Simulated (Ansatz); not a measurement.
# CuAu3 (I4/mmm) in Ansatz: notebook

The runs below take CuAu3 through single point, with PBEsol.

All numbers are computed with Ansatz 0.2.0; they aren't measurements. Logs are shortened: lines on timing, memory, paths and dates and some standing lists are left out, and cuts for length are marked.

## 1. The structure

Symmetry: I4/mmm, No. 139, tetragonal system. The conventional cell has a = 3.981 Å, b = 3.981 Å, c = 8.164 Å, α = 90.00°, β = 90.00°, γ = 90.00°. Au (site symmetry 4/mmm) has 4 Cu at 2.82 Å and 8 Au at 2.85 Å as nearest neighbours. Au (site symmetry -4m2) is surrounded by 8 Au at 2.82 to 2.85 Å and 4 Cu at 2.85 Å. Cu (site symmetry 4/mmm) is surrounded by 12 Au at 2.82 to 2.85 Å.

The cell comes from a database or a generator and needn't be the stable form of this composition.

## 2. Single point, PBEsol, 15.21 Å³/atom (volume scaled by 0.94)

Contents of input.yaml:

```yaml
crystal:
  lattice:
    - [-1.9499913111, 1.9499913111, 3.9987677589]
    - [1.9499913111, -1.9499913111, 3.9987677589]
    - [1.9499913111, 1.9499913111, -3.9987677589]
  atoms:
    - { symbol: Au, position: [0.5, 0.5, 0.0] }
    - { symbol: Au, position: [0.25, 0.75, 0.5] }
    - { symbol: Au, position: [0.75, 0.25, 0.5] }
    - { symbol: Cu, position: [0.0, 0.0, 0.0] }
kpoints:
  mp_grid: { grid: [9, 9, 9] }
scf:
  occupations: { method: fermi_dirac, width: 0.05 }
hamiltonian:
  xc: pbesol
  pseudopotentials: { kind: all_electron, lapw: { basis_error: 0.001 } }
output:
  forces: true
  stress: true
  eigenvalues: true
```

Potentials or basis: all-electron LAPW, scalar-relativistic.

Command:

```console
$ ansatz run input.yaml --threads 2 --pin off --max-ram 8192MiB --backend cpu --events-out ev --progress --plain --runs-dir out
```

Log:

```text
Warning: RAYON_NUM_THREADS=2 ignored (pool sized by the plan → 2); use --threads N
LAPW: plane waves up to 8.498 Å⁻¹, error target 1.0e-3 eV per atom; small_component_spin mean_spin; Cu in spheres of 1.379 Å, 19 of its electrons in bands, Dirac shells []; Au in spheres of 1.379 Å, 43 of its electrons in bands, Dirac shells [] (how accurate: hamiltonian.pseudopotentials.lapw.basis_error, Limitations)
Engine: ansatz 0.2.0, x86_64-unknown-linux-gnu
Pseudopotentials: kind: all_electron
Pseudopotential: Au, LAPW, valence charge 43, lapw/all_electron/scalar/gaussian/Au, Koelling and Harmon's equation, gaussian nucleus
Pseudopotential: Cu, LAPW, valence charge 19, lapw/all_electron/scalar/gaussian/Cu, Koelling and Harmon's equation, gaussian nucleus
Functional definition: PBEsol
  exchange = pbesol_x
  correlation = pbesol_c
Crystal: 4 atoms, lattice volume = 60.821 Å³
Basis set: ecut = 275.16497471898185 eV, 639 PW (Γ), FFT grids on a1+a3, a2+a3, a3, exchange–correlation at level 2
Bands: 89, of which v1, the nominal top of the filled ones, is band 74 counted from 1 (73 counted from 0)
Symmetry: 16 space group operations
Space group: I4/mmm (ITA 139), of the structure as read, at distance tolerance 3.9e-5 Å
k-points: 75 of 729
Non-local potential: Au, projectors of the file, none
Non-local potential: Cu, projectors of the file, none
Initial density: superposition of atomic densities (chi_scale 0.1, normalization cell, long waves kept (reshape's long-wave potential 0.00 eV rms))
Initial wavefunctions: plane waves of lowest kinetic energy (no species holds an atomic orbital)
Functional: x = pbesol(κ = 0.804, μ = 0.12345679012345678), c = pbesol(β = 0.046)
iter 1 solved again at ethr=2.24e-4 eV; its pass at ethr=1.00e-1 eV (dr2=3.31e-1 eV) is discarded
SCF iter   1: F=—  HF=-1596247.593793 eV  |F-HF|=—  |Δ(HF+E_count)|=         —  Δρ=3.11e-2  dr2=3.32e-1  ethr=2.24e-4  ⟨swp⟩=3.0  Hψ=41628  notcnv=0
preconditioner: auto → LDOS  [metal: Δε(μ)=0.016 eV  Ē_g=14.403 eV  σ=0.050 eV  W_gap=0.08  n_scr=32 (ndim 8)  ℏωp=31.6 eV  f_vac=0.019  D(μ)=1.37/eV (n_scr^D=10)  β→1.0]
SCF iter   2: F=—  HF=-1596249.198410 eV  |F-HF|=—  |Δ(HF+E_count)|=    1.60e0  Δρ=1.91e-2  dr2=3.77e-1  ethr=2.24e-4  ⟨swp⟩=3.0  Hψ=22485  notcnv=0
preconditioner: auto → Kerker (q_TF=auto, 3.164 Å⁻¹)  [metal: Δε(μ)=0.008 eV  Ē_g=15.825 eV  σ=0.050 eV  W_gap=0.04  n_scr=32 (ndim 8)  ℏωp=31.6 eV  f_vac=0.007  D(μ)=1.09/eV (n_scr^D=10)  β→0.5]
iter 3 solved again at ethr=2.09e-5 eV; its pass at ethr=2.24e-4 eV (dr2=3.10e-2 eV) is discarded
SCF iter   3: F=—  HF=-1596246.151133 eV  |F-HF|=—  |Δ(HF+E_count)|=    3.05e0  Δρ=5.02e-3  dr2=3.09e-2  ethr=2.09e-5  ⟨swp⟩=2.0  Hψ=32957  notcnv=0
SCF iter   4: F=—  HF=-1596246.048653 eV  |F-HF|=—  |Δ(HF+E_count)|=   1.02e-1  Δρ=9.12e-3  dr2=9.71e-2  ethr=2.09e-5  ⟨swp⟩=3.0  Hψ=20218  notcnv=0
SCF iter   5: F=—  HF=-1596245.980110 eV  |F-HF|=—  |Δ(HF+E_count)|=   6.85e-2  Δρ=4.65e-3  dr2=1.90e-2  ethr=2.09e-5  ⟨swp⟩=2.0  Hψ=18182  notcnv=0
SCF iter   6: F=—  HF=-1596245.977764 eV  |F-HF|=—  |Δ(HF+E_count)|=   2.35e-3  Δρ=1.55e-3  dr2=2.28e-3  ethr=1.29e-5  ⟨swp⟩=2.0  Hψ=18188  notcnv=0
SCF iter   7: F=—  HF=-1596245.977813 eV  |F-HF|=—  |Δ(HF+E_count)|=   4.84e-5  Δρ=6.94e-4  dr2=4.72e-4  ethr=1.54e-6  ⟨swp⟩=2.0  Hψ=19291  notcnv=0
SCF iter   8: F=—  HF=-1596245.977290 eV  |F-HF|=—  |Δ(HF+E_count)|=   5.22e-4  Δρ=3.43e-4  dr2=4.19e-5  ethr=3.19e-7  ⟨swp⟩=2.0  Hψ=19291  notcnv=0
SCF iter   9: F=—  HF=-1596245.977286 eV  |F-HF|=—  |Δ(HF+E_count)|=   4.14e-6  Δρ=1.42e-4  dr2=8.92e-6  ethr=2.83e-8  ⟨swp⟩=2.0  Hψ=19291  notcnv=0
SCF iter  10: F=—  HF=-1596245.977288 eV  |F-HF|=—  |Δ(HF+E_count)|=   1.21e-6  Δρ=6.40e-5  dr2=3.75e-6  ethr=6.02e-9  ⟨swp⟩=2.0  Hψ=19291  notcnv=0
SCF iter  11: F=—  HF=-1596245.977287 eV  |F-HF|=—  |Δ(HF+E_count)|=   2.35e-7  Δρ=2.76e-5  dr2=1.12e-6  ethr=2.53e-9  ⟨swp⟩=2.0  Hψ=19291  notcnv=0
SCF iter  12: F=—  HF=-1596245.977287 eV  |F-HF|=—  |Δ(HF+E_count)|=   3.07e-7  Δρ=1.30e-5  dr2=1.97e-7  ethr=7.55e-10  ⟨swp⟩=2.0  Hψ=19291  notcnv=0
SCF iter  13: F=—  HF=-1596245.977287 eV  |F-HF|=—  |Δ(HF+E_count)|=   8.66e-8  Δρ=6.96e-6  dr2=3.06e-8  ethr=1.33e-10  ⟨swp⟩=2.0  Hψ=19291  notcnv=0
SCF iter  14: F=-1596245.977287 eV  HF=-1596245.977287 eV  |F-HF|=1.02e-7  |Δ(HF+E_count)|=   8.15e-9  Δρ=6.36e-6  dr2=4.54e-8  ethr=2.07e-11  ⟨swp⟩=2.0  Hψ=19291  notcnv=0
SCF 1 converged in 14 iterations: F = -1596245.977287 eV  dr2 = 4.54e-8
SCF converged after 14 iterations
Free energy (F): -1596245.977287 eV
Harris-Foulkes:  -1596245.977287 eV  (|F-HF|=1.02e-7)
Internal energy: -1596245.971154 eV  (E = F + TS)
E sigma→0 (E₀):  -1596245.974221 eV
Entropy (-TS):   -0.006133 eV (-1.533 meV/atom)
Fermi energy:    24.530703 eV
--- Per-component energies (eV) ---
  E_band       = -11852.011988
  E_kinetic    = 1813681.257452
  E_xc         = -31119.914628
  E_electrostatic = -3378807.313979  (all electrons and nuclei)
  E_smearing   = -0.006133  (= −TS)
  E_closure    = 0.000000  (closes the sum)
  E_atoms      = -1596229.825346  (free atoms, spherical and without spin; not in F)
  Σ components = -1596245.977287   (vs F -1596245.977287, Δ=0.00e0)
  Basis errors (estimates in eV, not in F): energy 2.0e-4 per atom: plane waves 1.7e-4 (8.6e-5 summed), levels above the bands 2.4e-155, relativity 6.4e-9, radial functions 3.0e-5, core shells 6.0e-8; eigenvalues (radial functions only) 2.0e-6; not estimated: angular momenta, meshes, grids; target (lapw.basis_error) 1.0e-3; muffin-tin radii Cu 1.379 Å, Au 1.379 Å
--- Forces (eV/Å), atoms counted from 1 ---
  atom   1  Au    -0.00000000     0.00000000     0.00000000
  atom   2  Au    -0.00000000     0.00000000     0.00000000
  atom   3  Au     0.00000000    -0.00000000     0.00000000
  atom   4  Cu     0.00000000     0.00000000    -0.00000000
  max |Σ_I F_I| component: 2.08e-17 eV/Å
--- Stress (GPa, compression-positive) ---
        6.531993      -0.000000       0.000000
       -0.000000       6.531993       0.000000
        0.000000       0.000000       6.116560
  P = ⅓ Tr σ = 6.3935 GPa (63.935 kbar)
--- Band table (eV; the first three rows and the last of 75) ---
  k-point 0: bands = ["-298.3826", "-298.3826", "-298.3777", "-298.3777", "-298.3777", "-298.3777", "-298.3709", "-298.3709", "-298.3576", "-298.3576", "-298.2437", "-298.2385", "-298.2385", "-298.2357", "-298.2187", "-87.3653", "-81.3086", "-81.2918", "-81.1666", "-54.3506", "-54.3499", "-54.3439", "-54.3439", "-54.3427", "-54.3427", "-54.3360", "-54.3356", "-54.3329", "-54.3327", "-54.3291", "-54.3291", "-54.3288", "-54.3288", "-54.2107", "-54.2052", "-54.2033", "-54.2033", "-54.1941", "-54.1941", "-54.1875", "-44.9119", "-44.9119", "-44.9097", "-32.7932", "-32.7932", "-32.7673", "-32.6646", "-32.6388", "-32.6388", "-32.5397", "-32.5397", "-32.5147", "14.2157", "17.2685", "17.5435", "17.7635", "18.8644", "18.8644", "19.1135", "19.2576", "19.2576", "20.1942", "20.9574", "20.9574", "21.0807", "21.1183", "21.8080", "22.2608", "22.7930", "23.0306", "23.0306", "23.0829", "23.1755", "25.1224", "29.8150", "30.6538", "30.6538", "30.6823", "30.9738", "30.9895", "30.9895", "33.4257", "34.7600", "35.5337", "35.5337", "40.1549", "42.7270", "43.9250", "44.1325"]
  k-point 1: bands = ["-298.3826", "-298.3826", "-298.3777", "-298.3777", "-298.3777", "-298.3777", "-298.3709", "-298.3709", "-298.3576", "-298.3576", "-298.2437", "-298.2385", "-298.2385", "-298.2357", "-298.2187", "-87.3653", "-81.3076", "-81.2927", "-81.1667", "-54.3506", "-54.3500", "-54.3439", "-54.3437", "-54.3429", "-54.3427", "-54.3360", "-54.3356", "-54.3329", "-54.3327", "-54.3291", "-54.3291", "-54.3289", "-54.3288", "-54.2107", "-54.2052", "-54.2033", "-54.2033", "-54.1941", "-54.1941", "-54.1875", "-44.9119", "-44.9119", "-44.9097", "-32.8040", "-32.7707", "-32.7539", "-32.6777", "-32.6555", "-32.6301", "-32.5466", "-32.5357", "-32.5175", "14.5213", "17.4381", "17.7254", "17.9607", "18.6054", "19.0025", "19.0934", "19.2689", "19.2799", "20.2997", "20.7446", "20.7892", "21.1539", "21.1640", "21.6643", "22.2732", "22.3658", "22.6482", "22.8286", "22.9292", "22.9673", "26.2399", "28.7778", "28.9739", "29.5524", "29.6170", "30.4590", "33.0384", "33.7026", "34.0772", "34.5680", "35.9132", "36.4368", "40.3778", "42.4424", "43.3251", "43.5802"]
  k-point 2: bands = ["-298.3826", "-298.3826", "-298.3777", "-298.3777", "-298.3777", "-298.3777", "-298.3709", "-298.3709", "-298.3576", "-298.3576", "-298.2437", "-298.2385", "-298.2385", "-298.2357", "-298.2187", "-87.3653", "-81.3050", "-81.2951", "-81.1668", "-54.3505", "-54.3501", "-54.3439", "-54.3434", "-54.3432", "-54.3427", "-54.3359", "-54.3356", "-54.3329", "-54.3328", "-54.3292", "-54.3290", "-54.3289", "-54.3288", "-54.2107", "-54.2052", "-54.2033", "-54.2033", "-54.1941", "-54.1941", "-54.1875", "-44.9120", "-44.9119", "-44.9097", "-32.8206", "-32.7294", "-32.7135", "-32.7046", "-32.6999", "-32.6174", "-32.5571", "-32.5271", "-32.5259", "15.3711", "17.7172", "18.0717", "18.3383", "18.4855", "18.5426", "19.2609", "19.3089", "19.8293", "20.2943", "20.4918", "20.5581", "20.7384", "21.1497", "21.2881", "21.8330", "22.2524", "22.3595", "22.5836", "22.7808", "22.7860", "27.4083", "27.5500", "28.0282", "28.3634", "28.4618", "29.6172", "32.0632", "35.9115", "36.3261", "37.2680", "37.8900", "38.5464", "39.8388", "40.1204", "42.6606", "43.1503"]
  k-point 74: bands = ["-298.3826", "-298.3826", "-298.3777", "-298.3777", "-298.3777", "-298.3777", "-298.3709", "-298.3709", "-298.3576", "-298.3576", "-298.2437", "-298.2385", "-298.2385", "-298.2357", "-298.2187", "-87.3653", "-81.3075", "-81.2923", "-81.1672", "-54.3506", "-54.3499", "-54.3438", "-54.3438", "-54.3427", "-54.3427", "-54.3360", "-54.3356", "-54.3329", "-54.3327", "-54.3291", "-54.3291", "-54.3288", "-54.3288", "-54.2107", "-54.2052", "-54.2033", "-54.2033", "-54.1941", "-54.1941", "-54.1875", "-44.9119", "-44.9119", "-44.9096", "-32.8041", "-32.8034", "-32.7022", "-32.6644", "-32.6314", "-32.6204", "-32.5735", "-32.5470", "-32.5454", "16.3713", "16.9818", "17.3528", "17.6996", "17.7466", "17.8004", "18.0436", "19.5863", "20.0949", "20.5735", "20.9953", "21.5003", "21.6084", "21.8318", "22.2540", "22.4443", "22.6360", "22.6902", "22.7684", "22.8752", "22.9785", "22.9928", "24.7073", "26.1943", "31.1105", "32.4380", "34.1481", "34.6498", "35.1764", "35.6165", "38.5717", "38.8528", "39.2180", "39.3364", "40.1316", "41.6159", "42.2298"]
```

It took 2.6 min on 2 threads of Intel Xeon at 2.50GHz (Skylake/Cascade Lake), shared host; peak memory 1.2 GiB.

Results:

- Free energy: -1596245.9773 eV
- Pressure: 6.4 GPa
- Band gap on the k mesh: none (metal or under the smearing width)

## 3. Single point, PBEsol, 15.53 Å³/atom (volume scaled by 0.96)

Edit input.yaml of step 2 so:

```diff
@@ -2,5 +2,5 @@
   lattice:
-    - [-1.9499913111, 1.9499913111, 3.9987677589]
-    - [1.9499913111, -1.9499913111, 3.9987677589]
-    - [1.9499913111, 1.9499913111, -3.9987677589]
+    - [-1.9637240967, 1.9637240967, 4.026929023]
+    - [1.9637240967, -1.9637240967, 4.026929023]
+    - [1.9637240967, 1.9637240967, -4.026929023]
   atoms:
```

Potentials or basis: all-electron LAPW, scalar-relativistic.

Command:

```console
$ ansatz run input.yaml --threads 2 --pin off --max-ram 8192MiB --backend cpu --events-out ev --progress --plain --runs-dir out
```

Run time: 2.7 min. Hardware: 2 threads of Intel Xeon at 2.50GHz (Skylake/Cascade Lake), shared host; peak memory 1.2 GiB.

It converged, with:

```yaml
Free_energy: -1596246.0118 eV
Pressure: 2.2 GPa
Band_gap_on_the_k_mesh: none (metal or under the smearing width)
```

## 4. Single point, PBEsol, 15.85 Å³/atom (volume scaled by 0.98)

Edit input.yaml of step 3 so:

```diff
@@ -2,5 +2,5 @@
   lattice:
-    - [-1.9637240967, 1.9637240967, 4.026929023]
-    - [1.9637240967, -1.9637240967, 4.026929023]
-    - [1.9637240967, 1.9637240967, -4.026929023]
+    - [-1.9772674495, 1.9772674495, 4.054701825]
+    - [1.9772674495, -1.9772674495, 4.054701825]
+    - [1.9772674495, 1.9772674495, -4.054701825]
   atoms:
```

Command:

```console
$ ansatz run input.yaml --threads 2 --pin off --max-ram 8192MiB --backend cpu --events-out ev --progress --plain --runs-dir out
```

Wall time 2.7 min (2 threads of Intel Xeon at 2.50GHz (Skylake/Cascade Lake), shared host); peak memory 1.2 GiB.

It converged, with:

| Property | Result |
| --- | --- |
| Free energy | -1596246.0149 eV |
| Pressure | -1.4 GPa |
| Band gap on the k mesh | none (metal or under the smearing width) |

## 5. Single point, PBEsol, 16.18 Å³/atom

Edit input.yaml of step 4 so:

```diff
@@ -2,5 +2,5 @@
   lattice:
-    - [-1.9772674495, 1.9772674495, 4.054701825]
-    - [1.9772674495, -1.9772674495, 4.054701825]
-    - [1.9772674495, 1.9772674495, -4.054701825]
+    - [-1.99062777, 1.99062777, 4.08209929]
+    - [1.99062777, -1.99062777, 4.08209929]
+    - [1.99062777, 1.99062777, -4.08209929]
   atoms:
```

Command:

```console
$ ansatz run input.yaml --threads 2 --pin off --max-ram 8192MiB --backend cpu --events-out ev --progress --plain --runs-dir out
```

It took 2 min on 2 threads of Intel Xeon at 2.50GHz (Skylake/Cascade Lake), shared host; peak memory 1.2 GiB.

The run converged. Its results:

```yaml
Free_energy: -1596245.9906 eV
Pressure: -4.6 GPa
Band_gap_on_the_k_mesh: none (metal or under the smearing width)
```

## 6. Single point, PBEsol, 16.50 Å³/atom (volume scaled by 1.02)

Edit input.yaml of step 5 so:

```diff
@@ -2,5 +2,5 @@
   lattice:
-    - [-1.99062777, 1.99062777, 4.08209929]
-    - [1.99062777, -1.99062777, 4.08209929]
-    - [1.99062777, 1.99062777, -4.08209929]
+    - [-2.0038111196, 2.0038111196, 4.109133848]
+    - [2.0038111196, -2.0038111196, 4.109133848]
+    - [2.0038111196, 2.0038111196, -4.109133848]
   atoms:
```

Potentials or basis: all-electron LAPW, scalar-relativistic.

Command:

```console
$ ansatz run input.yaml --threads 2 --pin off --max-ram 8192MiB --backend cpu --events-out ev --progress --plain --runs-dir out
```

Run time: 2.1 min. Hardware: 2 threads of Intel Xeon at 2.50GHz (Skylake/Cascade Lake), shared host; peak memory 1.2 GiB.

It converged, with:

```yaml
Free_energy: -1596245.9424 eV
Pressure: -7.3 GPa
Band_gap_on_the_k_mesh: none (metal or under the smearing width)
```

## 7. Single point, PBEsol, 16.82 Å³/atom (volume scaled by 1.04)

Edit input.yaml of step 6 so:

```diff
@@ -2,5 +2,5 @@
   lattice:
-    - [-2.0038111196, 2.0038111196, 4.109133848]
-    - [2.0038111196, -2.0038111196, 4.109133848]
-    - [2.0038111196, 2.0038111196, -4.109133848]
+    - [-2.0168232447, 2.0168232447, 4.135817283]
+    - [2.0168232447, -2.0168232447, 4.135817283]
+    - [2.0168232447, 2.0168232447, -4.135817283]
   atoms:
```

Command:

```console
$ ansatz run input.yaml --threads 2 --pin off --max-ram 8192MiB --backend cpu --events-out ev --progress --plain --runs-dir out
```

It took 2.1 min on 2 threads of Intel Xeon at 2.50GHz (Skylake/Cascade Lake), shared host; peak memory 1.2 GiB.

The run converged. Its results:

| Property | Result |
| --- | --- |
| Free energy | -1596245.8736 eV |
| Pressure | -9.7 GPa |
| Band gap on the k mesh | none (metal or under the smearing width) |

## 8. Single point, PBEsol, 17.15 Å³/atom (volume scaled by 1.06)

Edit input.yaml of step 7 so:

```diff
@@ -2,5 +2,5 @@
   lattice:
-    - [-2.0168232447, 2.0168232447, 4.135817283]
-    - [2.0168232447, -2.0168232447, 4.135817283]
-    - [2.0168232447, 2.0168232447, -4.135817283]
+    - [-2.029669599, 2.029669599, 4.1621607785]
+    - [2.029669599, -2.029669599, 4.1621607785]
+    - [2.029669599, 2.029669599, -4.1621607785]
   atoms:
```

Command:

```console
$ ansatz run input.yaml --threads 2 --pin off --max-ram 8192MiB --backend cpu --events-out ev --progress --plain --runs-dir out
```

Wall time 2.1 min (2 threads of Intel Xeon at 2.50GHz (Skylake/Cascade Lake), shared host); peak memory 1.2 GiB.

Results (log left out):

| Property | Result |
| --- | --- |
| Free energy | -1596245.7867 eV |
| Pressure | -11.8 GPa |
| Band gap on the k mesh | none (metal or under the smearing width) |
